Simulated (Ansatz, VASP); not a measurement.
## AlN: VASP beside Ansatz

File POSCAR:

```
AlN
1.0
    3.2309319518      0.0000000000      0.0000000000
   -1.6154659759      2.7980691482      0.0000000000
    0.0000000000      0.0000000000      4.5801324555
Al N
2 2
Direct
    0.3333333333      0.6666666667      0.0016929024
    0.6666666667      0.3333333333      0.5016929024
    0.3333333333      0.6666666667      0.3833070976
    0.6666666667      0.3333333333      0.8833070976
```

The input INCAR.step1:

```
SYSTEM = AlN
PREC = Accurate
ENCUT = 520
ISMEAR = 0
SIGMA = 0.05
LREAL = .FALSE.
LASPH = .TRUE.
NELM = 60
NBANDS = 16
GGA = PE
ALGO = Normal
EDIFF = 1E-4
LWAVE = .TRUE.
LCHARG = .FALSE.
```

Contents of INCAR.step2:

```
SYSTEM = AlN
PREC = Accurate
ENCUT = 520
EDIFF = 1E-7
ISMEAR = 0
SIGMA = 0.05
LREAL = .FALSE.
LASPH = .TRUE.
NELM = 60
ALGO = Normal
ISIF = 2
LWAVE = .FALSE.
LCHARG = .FALSE.
METAGGA = R2SCAN
LMIXTAU = .TRUE.
NBANDS = 16
ISTART = 1
```

File KPOINTS:

```
Automatic mesh
0
G
  12 12 6
  0 0 0
```

Input for Ansatz:

```yaml
crystal:
  lattice:
    - [3.2309319518, 0.0, 0.0]
    - [-1.6154659759, 2.7980691482, 0.0]
    - [0.0, 0.0, 4.5801324555]
  atoms:
    - { symbol: Al, position: [0.3333333333, 0.6666666667, 0.0016929024] }
    - { symbol: Al, position: [0.6666666667, 0.3333333333, 0.5016929024] }
    - { symbol: "N", position: [0.3333333333, 0.6666666667, 0.3833070976] }
    - { symbol: "N", position: [0.6666666667, 0.3333333333, 0.8833070976] }
basis:
  ecutwfc: 500
kpoints:
  mp_grid: { grid: [12, 12, 6] }
hamiltonian:
  xc: r2scan
scf:
  occupations: { method: gaussian, width: 0.05 }
output:
  forces: true
  stress: true
  eigenvalues: true
```

Change from the starting cell: strain +0.040 along x and y, -0.080 along z, atoms carried along.

Alike in both runs: task single point; functional r2SCAN; k mesh 12 × 12 × 6; occupations gaussian, width 0.05 eV; no spin polarisation.

|  | VASP | Ansatz |
| --- | --- | --- |
| version | VASP 6.6.1 | Ansatz 0.2.0 |
| potentials or method | VASP PAW PBE potentials, release 64 (Al, N) | scalar-relativistic, plane waves, PAW |
| plane-wave cutoff (eV) | 520 | 500 |
| valence electrons in the cell | 16 | 16 |

|  | VASP | Ansatz | Ansatz less VASP |
| --- | --- | --- | --- |
| gap on the k mesh at the Fermi level (eV) | 4.59 | 4.56 | -0.031 |
| least direct gap on the mesh (eV) | 4.59 | 4.56 | -0.031 |
| pressure (GPa) | 3.8 | 4.1 | +0.28 |
| largest component of the traceless stress (GPa) | 37.28 | 36.71 | -0.568 |
| rms of the force components (eV/Å) | 1.401 | 1.375 | -0.0259 |

Atom by atom the forces differ by 0.026 eV/Å (rms over components).

Caveats: the PAW data sets were made with another functional, which shifts forces and pressure a little (VASP). A k mesh can miss the band edges.
